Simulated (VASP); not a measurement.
# GaN (P6_3mc) in VASP: a series of runs

The runs below take GaN through band structure, QSGW quasiparticle levels, with PBE, AM05.

Program: VASP 6.6.1. These are calculated values, not measurements. Logs are shortened: lines on timing, memory, paths and dates and some standing lists are left out, and cuts for length are marked.

**Experimental background.**

“Studying electronic properties in GaN without electrical contacts using γ-γ vs e−-γ Perturbed Angular Correlations”, 2019, pmc:6823545 quotes, for a bulk crystal of GaN: band gap 3.503 ± 0.005 eV (direct).

How close the calculation comes is told below.

### Step 1. The structure

It takes space group P6_3mc (No. 186, hexagonal). Conventional cell: a = 3.180 Å, b = 3.180 Å, c = 5.166 Å, α = 90.00°, β = 90.00°, γ = 120.00°. Ga (site symmetry 3m) has 4 N at 1.94 to 1.95 Å as nearest neighbours. Around N (site symmetry 3m) lie 4 Ga at 1.94 to 1.95 Å.

### Step 2. Band structure, PBE, spin-orbit coupling, no magnetisation

File POSCAR:

```
GaN
1.0
    3.1800000000      0.0000000000      0.0000000000
   -1.5900000000      2.7539607840      0.0000000000
    0.0000000000      0.0000000000      5.1660000000
Ga N
2 2
Direct
    0.6666666667      0.3333333333      0.5000000000
    0.3333333333      0.6666666667      0.0000000000
    0.6666666667      0.3333333333      0.8750000000
    0.3333333333      0.6666666667      0.3750000000
```

File INCAR.step1:

```
SYSTEM = GaN
PREC = Accurate
ENCUT = 520
EDIFF = 1E-6
ISMEAR = -1
SIGMA = 0.05
LREAL = .False.
LASPH = .True.
NELM = 80
ALGO = Fast
ISIF = 2
LWAVE = .False.
LCHARG = .True.
LNONCOLLINEAR = .True.
MAGMOM = 0 0 0 0 0 0 0 0 0 0 0 0
LORBIT = 11
LSORBIT = .True.
GGA_COMPAT = .False.
GGA = PE
NBANDS = 50
```

File KPOINTS.step1:

```
Automatic mesh
0
Gamma
  7 7 4
  0 0 0
```

File INCAR.step2:

```
SYSTEM = GaN
PREC = Accurate
ENCUT = 520
EDIFF = 1E-6
ISMEAR = 0
SIGMA = 0.05
LREAL = .False.
LASPH = .True.
NELM = 80
ALGO = Fast
ISIF = 2
LWAVE = .False.
LCHARG = .False.
LNONCOLLINEAR = .True.
MAGMOM = 0 0 0 0 0 0 0 0 0 0 0 0
LORBIT = 11
LSORBIT = .True.
GGA_COMPAT = .False.
GGA = PE
NBANDS = 50
ICHARG = 11
```

File KPOINTS.step2:

```
path GMKGALHA,LM,KH
10
line-mode
reciprocal
 0.0000000000  0.0000000000  0.0000000000  G
 0.5000000000  0.0000000000  0.0000000000  M

 0.5000000000  0.0000000000  0.0000000000  M
 0.3333333333  0.3333333333  0.0000000000  K

 0.3333333333  0.3333333333  0.0000000000  K
 0.0000000000  0.0000000000  0.0000000000  G

 0.0000000000  0.0000000000  0.0000000000  G
 0.0000000000  0.0000000000  0.5000000000  A

 0.0000000000  0.0000000000  0.5000000000  A
 0.5000000000  0.0000000000  0.5000000000  L

 0.5000000000  0.0000000000  0.5000000000  L
 0.3333333333  0.3333333333  0.5000000000  H

 0.3333333333  0.3333333333  0.5000000000  H
 0.0000000000  0.0000000000  0.5000000000  A

 0.5000000000  0.0000000000  0.5000000000  L
 0.5000000000  0.0000000000  0.0000000000  M

 0.3333333333  0.3333333333  0.0000000000  K
 0.3333333333  0.3333333333  0.5000000000  H
```

Potentials or basis: VASP PAW PBE potentials, release 64 (Ga_d, N).

Started as:

```console
$ cat potpaw_PBE.64/Ga_d/POTCAR potpaw_PBE.64/N/POTCAR > POTCAR
$ cp INCAR.step1 INCAR
$ cp KPOINTS.step1 KPOINTS
$ mpirun -np 1 vasp_ncl > vasp.out
$ cp INCAR.step2 INCAR
$ cp KPOINTS.step2 KPOINTS
$ mpirun -np 1 vasp_ncl > vasp.out
```

OUTCAR:

```text
SYSTEM = GaN
   PREC = Accurate
   ENCUT = 520
   EDIFF = 1E-6
   ISMEAR = 0
   LREAL = .False.
   LASPH = .True.
   NELM = 80
   ISIF = 2
   LNONCOLLINEAR = .True.
   LORBIT = 11
   LSORBIT = .True.
   GGA = PE
   ICHARG = 11

 ion  position               nearest neighbor table
   1  0.667  0.333  0.500-   3 1.94   4 1.95   4 1.95   4 1.95
   2  0.333  0.667  0.000-   4 1.94   3 1.95   3 1.95   3 1.95
   3  0.667  0.333  0.875-   1 1.94   2 1.95   2 1.95   2 1.95
   4  0.333  0.667  0.375-   2 1.94   1 1.95   1 1.95   1 1.95

  LATTYP: Found a hexagonal cell.
 ALAT       =     3.1800000000
 C/A-ratio  =     1.6245283019

  Lattice vectors:

 A1 = (   3.1800000000,   0.0000000000,   0.0000000000)
 A2 = (  -1.5900000000,   2.7539607840,   0.0000000000)
 A3 = (   0.0000000000,   0.0000000000,   5.1660000000)

Analysis of symmetry for initial positions (statically):
=====================================================================
 Subroutine PRICEL returns:
 Original cell was already a primitive cell.

 Routine SETGRP: Setting up the symmetry group for a
 hexagonal supercell.

 Subroutine GETGRP returns: Found 12 space group operations
 (whereof  6 operations were pure point group operations)
 out of a pool of 24 trial point group operations.

The static configuration has the point symmetry C_3v.
 The point group associated with its full space group is C_6v.

Analysis of symmetry for dynamics (positions and initial velocities):
=====================================================================
 Subroutine PRICEL returns:
 Original cell was already a primitive cell.

 Routine SETGRP: Setting up the symmetry group for a
 hexagonal supercell.

 Subroutine GETGRP returns: Found 12 space group operations
 (whereof  6 operations were pure point group operations)
 out of a pool of 24 trial point group operations.

The dynamic configuration has the point symmetry C_3v.
 The point group associated with its full space group is C_6v.

Analysis of structural, dynamic, and magnetic symmetry:
=====================================================================
 Subroutine PRICEL returns:
 Original cell was already a primitive cell.

 Routine SETGRP: Setting up the symmetry group for a
 hexagonal supercell.

 Subroutine GETGRP returns: Found 12 space group operations
 (whereof  6 operations were pure point group operations)
 out of a pool of 24 trial point group operations.

The overall configuration has the point symmetry C_3v.
 The point group associated with its full space group is C_6v.

 Subroutine INISYM returns: Found 12 space group operations
 (whereof  6 operations are pure point group operations),
 and found     1 'primitive' translations

----------------------------------------------------------------------------------------

                                     Primitive cell

  volume of cell :      45.2417

  direct lattice vectors                    reciprocal lattice vectors
     3.180000000  0.000000000  0.000000000     0.314465409  0.181556688  0.000000000
    -1.590000000  2.753960784  0.000000000     0.000000000  0.363113377  0.000000000
     0.000000000  0.000000000  5.166000000     0.000000000  0.000000000  0.193573364

  length of vectors
     3.180000000  3.180000000  5.166000000     0.363113377  0.363113377  0.193573364

  position of ions in fractional coordinates (direct lattice)
     0.666666667  0.333333333  0.500000000
     0.333333333  0.666666667  0.000000000
     0.666666667  0.333333333  0.875000000
     0.333333333  0.666666667  0.375000000

  ion indices of the primitive-cell ions
   primitive index   ion index
                 1           1
                 2           2
                 3           3
                 4           4

[... 78 lines left out ...]
   EFERMI =   0.00;   METHOD = LEGACY
   ISMEAR =     0;   SIGMA  =   0.05  broadening in eV -4-tet -1-fermi 0-gaus
   EFERMI_NEDOS =   21; number of points for ismear=-14 and -15
   IALGO  =     68    algorithm
   IMIX   =      4    mixing-type and parameters
     AMIX     =   0.40;   BMIX     =  1.00
     AMIX_MAG =   1.60;   BMIX_MAG =  1.00
  volume/ion in A,a.u.               =      11.31        76.33
  Fermi-wavevector in a.u.,A,eV,Ry     =   1.517036  2.866782 31.312427  2.301398
  Thomas-Fermi vector in A             =   2.626345
   LORBIT       =     11    0 simple, 1 ext, 2 COOP (PROOUT), +10 PAW based schemes
   GGA     = PE    functional components
   LHFCALC =     F    Hartree Fock is set to
   AEXX    =    0.0000 exact exchange contribution
   IVDW    =     0    specifies the selected vdW correction
   LEPSILON=     F    determine dielectric tensor
   LRPA    =     F    only Hartree local field effects (RPA)
 RMM-DIIS sequential band-by-band and
 Gauss-broadening in eV      SIGMA  =   0.05
  energy-cutoff  :      520.00
  volume of cell :       45.24
 maximum number of plane-waves:      2478
 NGX is ok and might be reduce to    24

 number of electron      36.0000002 magnetization       0.0000000      0.0000000      0.0000000

 Free energy of the ion-electron system (eV)
  ---------------------------------------------------
  ext. energy  EPLUGINS =         0.00000000
  ---------------------------------------------------
  free energy    TOTEN  =       -23.27487682 eV

  energy without entropy =      -23.27487682  energy(sigma->0) =      -23.27487682

 E-fermi :   5.6755     XC(G=0): -11.7220

 val. band max:        5.4348319650   @ k =   0.0000   0.0000   0.0000
 cond. band min:       7.4037387312   @ k =   0.0000   0.0000   0.0000
 fundamental gap:      1.9689067662
 Fermi energy:         5.6755183193

 k-point     1 :       0.0000    0.0000    0.0000
  band No.  band energies     occupation
      1     -10.6395      1.00000
      2     -10.6395      1.00000
      3      -9.6869      1.00000
      4      -9.6869      1.00000
      5      -8.2071      1.00000
      6      -8.2071      1.00000
[... 1213 lines left out ...]
     47      15.9813      0.00000
     48      16.0672      0.00000

 [... further k-points ...]

 [bands above 48 left out]

------------------------ aborting loop because EDIFF is reached ----------------------------------------

  FORCE on cell =-STRESS in cart. coord.  units (eV):
  Direction    XX          YY          ZZ          XY          YZ          ZX
  --------------------------------------------------------------------------------------
  -------------------------------------------------------------------------------------
  Total        2.7536891      2.7536891      2.6390211      0.0000000      0.0000000      0.0000000
  in kB       97.5183216     97.5183216     93.4575023      0.0000000      0.0000000      0.0000000
  external PRESSURE =      96.1647151 kB  Pullay stress =       0.0000000 kB

 VOLUME and BASIS-vectors are now :
 -----------------------------------------------------------------------------
  energy-cutoff  :      520.00
  volume of cell :       45.24
      direct lattice vectors                 reciprocal lattice vectors
     3.180000000  0.000000000  0.000000000     0.314465409  0.181556688  0.000000000
    -1.590000000  2.753960784  0.000000000     0.000000000  0.363113377  0.000000000
     0.000000000  0.000000000  5.166000000     0.000000000  0.000000000  0.193573364

 POSITION                                       TOTAL-FORCE (eV/Angst)
 -----------------------------------------------------------------------------------
      1.59000      0.91799      2.58300        -0.000000      0.000000      0.053595
     -0.00000      1.83597      0.00000         0.000000     -0.000000      0.053595
      1.59000      0.91799      4.52025         0.000000     -0.000000     -0.053595
     -0.00000      1.83597      1.93725        -0.000000     -0.000000     -0.053595
 -----------------------------------------------------------------------------------
    total drift:                               -0.000000      0.000000     -0.110836

  FREE ENERGIE OF THE ION-ELECTRON SYSTEM (eV)
  ---------------------------------------------------
  free  energy   TOTEN  =       -23.2748768202 eV

  energy  without entropy=      -23.2748768202  energy(sigma->0) =      -23.27487682

 Spin-Orbit-Coupling matrix elements

 Ion:    1  E_soc:     -0.0106752
 l=   1
     0.0000000    -0.0009553    -0.0009620
    -0.0009553     0.0000000    -0.0009553
    -0.0009620    -0.0009553     0.0000000
 l=   2
     0.0000000    -0.0001621     0.0000000    -0.0001621    -0.0006643
    -0.0001621     0.0000000    -0.0004962    -0.0001603    -0.0001621
     0.0000000    -0.0004962     0.0000000    -0.0004962     0.0000000
    -0.0001621    -0.0001603    -0.0004962     0.0000000    -0.0001621
    -0.0006643    -0.0001621     0.0000000    -0.0001621     0.0000000
 l=   3
     0.0000000     0.0000000     0.0000000     0.0000000     0.0000000     0.0000000     0.0000000
     0.0000000     0.0000000     0.0000000     0.0000000     0.0000000     0.0000000     0.0000000
     0.0000000     0.0000000     0.0000000     0.0000000     0.0000000     0.0000000     0.0000000
     0.0000000     0.0000000     0.0000000     0.0000000     0.0000000     0.0000000     0.0000000
[... 49 lines left out ...]
 l=   2
     0.0000000     0.0000000     0.0000000     0.0000000     0.0000000
     0.0000000     0.0000000     0.0000000     0.0000000     0.0000000
     0.0000000     0.0000000     0.0000000     0.0000000     0.0000000
     0.0000000     0.0000000     0.0000000     0.0000000     0.0000000
     0.0000000     0.0000000     0.0000000     0.0000000     0.0000000
 l=   3
     0.0000000     0.0000000     0.0000000     0.0000000     0.0000000     0.0000000     0.0000000
     0.0000000     0.0000000     0.0000000     0.0000000     0.0000000     0.0000000     0.0000000
     0.0000000     0.0000000     0.0000000     0.0000000     0.0000000     0.0000000     0.0000000
     0.0000000     0.0000000     0.0000000     0.0000000     0.0000000     0.0000000     0.0000000
     0.0000000     0.0000000     0.0000000     0.0000000     0.0000000     0.0000000     0.0000000
     0.0000000     0.0000000     0.0000000     0.0000000     0.0000000     0.0000000     0.0000000
     0.0000000     0.0000000     0.0000000     0.0000000     0.0000000     0.0000000     0.0000000

 total charge

# of ion       s       p       d       tot
------------------------------------------
    1        0.770   0.887  10.198  11.854
    2        0.770   0.887  10.198  11.854
    3        1.206   2.597   0.000   3.802
    4        1.206   2.597   0.000   3.802
--------------------------------------------------
tot          3.951   6.966  20.397  31.313

 magnetization (x)

# of ion       s       p       d       tot
------------------------------------------
    1       -0.000  -0.000   0.000  -0.000
    2        0.000   0.000  -0.000   0.000
    3        0.000  -0.000   0.000  -0.000
    4        0.000   0.000   0.000   0.000
--------------------------------------------------
tot          0.000  -0.000   0.000   0.000

 magnetization (y)

# of ion       s       p       d       tot
------------------------------------------
    1        0.000   0.000   0.000   0.000
    2        0.000  -0.000   0.000  -0.000
    3        0.000   0.000   0.000   0.000
    4        0.000   0.000   0.000   0.000
--------------------------------------------------
tot          0.000   0.000   0.000   0.000

 magnetization (z)

# of ion       s       p       d       tot
------------------------------------------
    1       -0.000   0.000   0.000   0.000
    2       -0.000  -0.000   0.000  -0.000
    3        0.000  -0.000   0.000  -0.000
    4        0.000   0.000   0.000   0.000
--------------------------------------------------
tot          0.000   0.000   0.000   0.000
```

It took 3.6 min on 1 thread of Intel Xeon 6975P-C (Granite Rapids), shared host; peak memory 0.42 GiB.

Caveat: the log is that of the step along the path at fixed density, whose energy, stress, charges and moments have no meaning.

(Continued in part 2 of 2.)
